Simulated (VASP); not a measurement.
**BN in VASP: how settings move the r2SCAN single point**

The r2SCAN single point of BN (zincblende), under -1.0 % biaxial strain in the (111) plane, free along [111] is repeated with altered inputs. Which of them can be trusted?

The runs shown are made with VASP 6.6.1. PAW datasets, plane waves. Computed at 0 K without zero-point motion; spin polarisation is off.

**1. The cell**

The cell comes from an earlier relaxation with r2SCAN in another program, then strained, with the atoms relaxed again.

The symmetry is R3m (No. 160, trigonal); a = 2.527 Å, c = 6.262 Å in the conventional setting, 5.77 Å³ an atom. Near B stand 4 N at 1.55–1.56 Å; near N stand 4 B at 1.55–1.56 Å.

As a file:

```cif
data_structure
_symmetry_space_group_name_H-M 'P 1'
_symmetry_Int_Tables_number 1
_cell_length_a 2.5467
_cell_length_b 2.5467
_cell_length_c 2.5467
_cell_angle_alpha 59.486
_cell_angle_beta 59.486
_cell_angle_gamma 59.486
_cell_volume 11.54
loop_
_atom_site_label
_atom_site_type_symbol
_atom_site_fract_x
_atom_site_fract_y
_atom_site_fract_z
_atom_site_occupancy
B1 B 0.00005 0.00005 0.00005 1
N1 N 0.24995 0.24995 0.24995 1
```

**2. The reference run**

The input, INCAR:

```
ENCUT = 520.000000
SIGMA = 0.010000
EDIFF = 1.00e-07
ALGO = Normal
METAGGA = R2SCAN
PREC = Accurate
IBRION = -1
ISIF = 2
ISMEAR = 0
NBANDS = 11
NELM = 120
NSW = 0
LASPH = .TRUE.
LCHARG = .FALSE.
LWAVE = .FALSE.
LREAL = .FALSE.
```

The input, KPOINTS:

```
KPOINTS created by Atomic Simulation Environment
0
Gamma
12 12 12
0 0 0
```

The input, POSCAR:

```
B  N
 1.0000000000000000
     0.0139804944000000    1.8007577048000001    1.8007577048000001
     1.8007577048000001    0.0139804944000000    1.8007577048000001
     1.8007577048000001    1.8007577048000001    0.0139804944000000
 B   N
   1   1
Cartesian
  0.0001900886880267  0.0001900886880267  0.0001900886880267
  0.9036838873119736  0.9036838873119736  0.9036838873119736
```

A file KPOINTS_OPT adds named points for the levels; it doesn't enter the self-consistent loop.

Potentials: the recommended PBE PAW datasets, 8 valence electrons.

Run with:

```console
$ mpirun -np 1 vasp_std
```

**3. Variant 1**

Edit INCAR of step 2 so:

```diff
@@ -4,3 +4,2 @@
 ALGO = Normal
-METAGGA = R2SCAN
 PREC = Accurate
@@ -10,3 +9,2 @@
 NBANDS = 11
-NELM = 120
 NSW = 0
@@ -16 +14,3 @@
 LREAL = .FALSE.
+METAGGA = RTPSS
+NELM = 67
```

KPOINTS is that of step 2.

POSCAR is that of step 2.

What does the calculation give? Wanted: for each run, changed; ending; energy change; pressure; electronic steps; usable.

The runs gave:

| run | changed | ending | energy change (meV/atom) | pressure (GPa) | gap on the mesh (eV; negative: overlap) | electronic steps | time | usable |
| --- | --- | --- | --- | --- | --- | --- | --- | --- |
| ref. | – | converged | 0 | 8.8 | 4.98 | 13 | 74 s | yes |
| 1 | METAGGA = RTPSS, NELM = 67 | converged | – | 10.6 | 4.31 | 16 | 80 s | yes |

The altered input gave usable results.
